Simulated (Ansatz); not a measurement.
## BN (P6_3mc), random displacements

Method: Ansatz 0.2.0, DFT PBE, scalar-relativistic, plane waves, PAW. Cutoff 420 eV, Γ-centred 12×12×6 k-points, Gaussian smearing of 0.05 eV. No spin polarisation. Energies are free energies at this smearing, counted from the undisturbed cell; pressure is positive in compression.

The starting cell (as given, not relaxed at this level; this wurtzite form isn't the usual structure):

```yaml
crystal:
  lattice:
    - [2.55394, 0.00000, 0.00000]
    - [-1.27697, 2.21178, 0.00000]
    - [0.00000, 0.00000, 4.22685]
  atoms:
    - { symbol: B, position: [0.66667, 0.33333, 0.99972] }
    - { symbol: B, position: [0.33333, 0.66667, 0.49972] }
    - { symbol: N, position: [0.66667, 0.33333, 0.62528] }
    - { symbol: N, position: [0.33333, 0.66667, 0.12528] }
```

After a displacement of all atoms with no net shift and a strain of the cell, the run gives ΔE = 366.6 meV/atom; stress (xx, yy, zz, yz, xz, xy; compression positive) (58.21, -25.87, 17.51, -34.82, 3.85, -19.52) GPa; gap on the mesh 3.02 eV.

```tsv
atom	Fx (eV/Å)	Fy	Fz
B1	0.008	2.814	-1.272
B2	3.474	0.575	-1.802
N3	-2.819	-0.468	-0.698
N4	-0.664	-2.921	3.772
```

Question: Which displacements (Å, in the unstrained cell) and strain were applied?

Answer:
| atom | ux | uy | uz |
| --- | --- | --- | --- |
| B1 | 0.03 | -0.05 | 0.02 |
| B2 | -0.10 | 0.00 | 0.05 |
| N3 | 0.06 | -0.01 | 0.02 |
| N4 | 0.01 | 0.06 | -0.09 |
Strain (Voigt, engineering shear): (-0.0593, 0.0577, -0.0110, 0.0983, -0.0368, 0.0872).

Cost: 1 run of about 0.12 core-minutes, on Intel Xeon Platinum 8488C (Sapphire Rapids) (shared hosts).